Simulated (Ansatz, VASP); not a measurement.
This is a calculation of Ag for Ansatz 0.2.0.

The input input.yaml:

```yaml
crystal:
  lattice:
    - [-1.655654, 1.655654, 1.655654]
    - [1.655654, -1.655654, 1.655654]
    - [1.655654, 1.655654, -1.655654]
  atoms:
    - { symbol: Ag, position: [0.0, 0.0, 0.0] }
hamiltonian:
  xc: pbe
  pseudopotentials: { kind: paw }
kpoints:
  mp_grid: { grid: [11, 11, 11] }
scf:
  occupations: { method: fermi_dirac, width: 0.05 }
output:
  forces: true
  stress: true
  eigenvalues: true
relax:
  f_tol: 0.01
  max_steps: 40
  cell: { stress_tol: 0.05 }
```

Potentials or basis: Ansatz PAW.

Command:

```bash
$ ansatz run input.yaml --threads 2 --pin off --max-ram 5632MiB --backend cpu --events-out ev --progress --plain --runs-dir out
```

Problem. Translate it to VASP 6.6.1. Potentials there: VASP PAW PBE potentials, release 64 (Ag_sv_GW).

Solution. As run (the cutoff follows the program's own potentials):

Contents of INCAR:

```
PREC = Accurate
ENCUT = 600
EDIFF = 1E-6
ISMEAR = -1
SIGMA = 0.05
LREAL = False
LASPH = True
NELM = 100
ALGO = Fast
ISIF = 3
LWAVE = False
LCHARG = False
GGA = PE
IBRION = 2
NSW = 40
EDIFFG = -0.005
```

Contents of KPOINTS:

```
Automatic mesh
0
Gamma
  11 11 11
```

The input POSCAR:

```
Ag
1.0
   -1.6556540000      1.6556540000      1.6556540000
    1.6556540000     -1.6556540000      1.6556540000
    1.6556540000      1.6556540000     -1.6556540000
Ag
1
Direct
    0.0000000000      0.0000000000      0.0000000000
```

Potentials or basis: VASP PAW PBE potentials, release 64 (Ag_sv_GW).

Command:

```bash
$ cat potpaw_PBE.64/Ag_sv_GW/POTCAR > POTCAR
$ mpirun -np 1 vasp_std > vasp.out
```

Both were run:

|  | VASP | Ansatz | Ansatz less VASP |
| --- | --- | --- | --- |
| gap on the k mesh at the Fermi level, each at its own relaxed structure (eV) | none | none | - |
| relaxed volume (Å³/atom) | 17.83 | 17.99 | +0.157 |
| relaxed cell length with the largest relative difference (Å) | 2.851 | 2.859 | +0.0083 |
| energy change over the relaxation (meV/atom) | -2 | 0 | +1.2 |

A gap of «none» marks a metal or a gap that the smearing closes.

Caveats: the plane-wave basis is chosen anew once the cell has moved, so the energies of steps on either side of that aren't comparable (Ansatz).
